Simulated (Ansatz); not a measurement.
IrO2, space group P4_2/mnm: an equation of state with a fit, run with Ansatz 0.2.0, Python API.

Script `run_eos.py`:
```python
import ansatz as az
import numpy as np
from scipy.optimize import curve_fit

vectors0 = np.array([
    [4.5051, 0.0, 0.0],
    [0.0, 4.5051, 0.0],
    [0.0, 0.0, 3.1586],
])
sites = [
    ('Ir', [0.0, 0.0, 0.0]),
    ('Ir', [0.5, 0.5, 0.5]),
    ('O', [0.3077, 0.3077, 0.0]),
    ('O', [0.1923, 0.8077, 0.5]),
    ('O', [0.6923, 0.6923, 0.0]),
    ('O', [0.8077, 0.1923, 0.5]),
]


def make_crystal(cell):
    crystal = az.Crystal(lattice=az.Lattice.of(cell))
    for symbol, position in sites:
        crystal = crystal.atom(symbol, position)
    return crystal

def vinet(v, e0, v0, b0, b1):
    eta = (v / v0) ** (1 / 3)
    return e0 + 2 * b0 * v0 / (b1 - 1) ** 2 * (2 - (5 + 3 * b1 * (eta - 1) - 3 * eta) * np.exp(-1.5 * (b1 - 1) * (eta - 1)))

volumes, energies, pressures = [], [], []
for scale in np.linspace(0.94, 1.06, 7):
    cell = vectors0 * scale ** (1 / 3)
    base = (
        make_crystal(cell).calculation()
        .pseudopotentials('paw')
        .occupations(az.OccupationsMethod.FERMI_DIRAC, width=0.15)
        .basis(35 * az.Ry)
        .functional('lda')
        .kpoints(5, 5, 7)
        .stress()
    )
    r = base.run().report
    volumes.append(abs(np.linalg.det(cell)) / len(sites))
    energies.append(r['free_energy_ev'] / len(sites))
    pressures.append(np.trace(r['stress_gpa']) / 3)
    print(f'V = {volumes[-1]:8.4f} A^3/atom  F = {energies[-1]:.5f} eV/atom  P = {pressures[-1]:8.3f} GPa')

guess = (min(energies), volumes[int(np.argmin(energies))], 0.5, 4.5)
(e0, v0, b0, b1), _ = curve_fit(vinet, np.array(volumes), np.array(energies), p0=guess, maxfev=20000)
print(f'Vinet fit: V0 = {v0:.4f} A^3/atom, B0 = {160.21766 * b0:.1f} GPa, B1 = {b1:.2f}')
print('largest residual', round(1000 * float(np.abs(vinet(np.array(volumes), e0, v0, b0, b1) - energies).max()), 3), 'meV/atom')
```

Its results, one of them left out:

| V (Å³/atom) | F less the lowest row shown (meV/atom) |
| --- | --- |
| 10.043 | 4.24 |
| 10.257 | ? |
| 10.471 | 0.00 |
| 10.684 | 10.82 |
| 10.898 | 28.94 |
| 11.112 | 53.59 |
| 11.326 | 83.97 |

What is the missing energy at 10.257 Å³ an atom?

A third-order Birch-Murnaghan fit, E = E0 + (9 V0 B0 / 16) [(t - 1)³ B' + (t - 1)² (6 - 4t)] with t = (V0/V)^(2/3), through the 6 rows shown gives V0 = 10.302 Å³, B0 = 328.3 GPa, B' = 4.81 and E0 = -2.75 meV. At V = 10.257 Å³, t = 1.00291, and the fit interpolates to -2.54 meV. The run gave -2.55 meV, a miss of 0.00 meV.

Caveats:
- Spin is left out of this run.
- Shape and fractional positions are held along the curve, so the bulk modulus is an upper value where they are free to relax.
- The mesh is modest for a metal, so energies can be off by several to tens of meV an atom and pressures by half a GPa or more; differences at equal mesh fare better.
- Pressure is positive in compression.
- Spin-orbit coupling, which matters for elements this heavy, is left out.
- At these settings the cell as given stands under about -11 GPa, so it isn't at this functional's equilibrium volume.
- The starting cell is as deposited in a crystallographic database; the results hold for this polymorph, which needn't be the stable one.
- Hardware and time: 11 s on 1 thread of Intel(R) Xeon(R) 6975P-C (Granite Rapids), with other jobs on the host, peak memory 0.49 GiB.
